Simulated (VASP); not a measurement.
# Mo: convergence, self-consistent run

Mo, Im-3m (no. 229), 1 atom in the cell. PBE; PAW potentials Mo_sv (PBE set). VASP 6.6.1.

Wanted: energy within 1 meV/atom; forces within 0.005 eV/Å; pressure within 0.1 GPa.

POSCAR:
```
Mo
1.0
   -1.5838089719      1.5838089719      1.5838089719
    1.5838089719     -1.5838089719      1.5838089719
    1.5838089719      1.5838089719     -1.5838089719
Mo
1
Direct
    0.0000000000      0.0000000000      0.0000000000
```

## One numerical tag moved

| One numerical tag moved | Energy less reference (meV/atom) | Forces, largest deviation (eV/Å) | Pressure (GPa) | SCF iterations | Time (s) |
|---|---|---|---|---|---|
| default | 0.0 | 0.0000 | -1.75 | 13 | 6.5 |
| LASYNC = T | 0.0 | 0.0000 | -1.75 | 13 | 6.4 |
| RANDOM_GENERATOR = pcg_32 | 0.0 | 0.0000 | -1.75 | 13 | 6.4 |
| NDAV = 2 | 0.0 | 0.0000 | -1.75 | 13 | 6.3 |
| LMAXPAW = -1 | 42.0 | 0.0000 | -2.57 | 12 | 5.0 |
| NDAV = 8 | 0.0 | 0.0000 | -1.75 | 13 | 6.2 |
| EBREAK = 0.0001 | 0.0 | 0.0000 | -1.75 | 15 | 6.2 |
| EBREAK = 1e-10 | 0.0 | 0.0000 | -1.75 | 13 | 6.2 |
| DEPER = 0.6 | 0.0 | 0.0000 | -1.75 | 13 | 6.1 |

## Question

For each series: keep the first row unless others stay within half of the tolerance and take at least 30 % less time, and then take the fastest.

## Answer

- one numerical tag moved: default

## The input

INCAR:
```
PREC = Accurate ; ENCUT = 520
EDIFF = 1E-7 ; ISMEAR = 1
SIGMA = 0.1 ; LREAL = F
LASPH = T ; ALGO = Normal
NELM = 100 ; ISIF = 2
LWAVE = F ; LCHARG = F
```

KPOINTS:
```
k-points
0
Gamma
  10 10 10
```

Commands:
```
cat potpaw_PBE.64/Mo_sv/POTCAR > POTCAR
mpirun -np 1 vasp_std > vasp.out
```

The chosen input took VASP 6.6.1 6.5 s on 1 core (Intel Xeon Platinum 8259CL @ 2.50GHz (Skylake/Cascade Lake)), a shared host.

## An input that fails: LMAXPAW = -1 without LASPH

It runs to its end, but against the unchanged starting input it is off by 42.0 meV/atom in the energy, 0.0000 eV/Å in the forces, 0.82 GPa in the pressure.

Changes against the starting input:
```
- LASPH = True
+ LASPH = False
+ LMAXPAW = -1
```
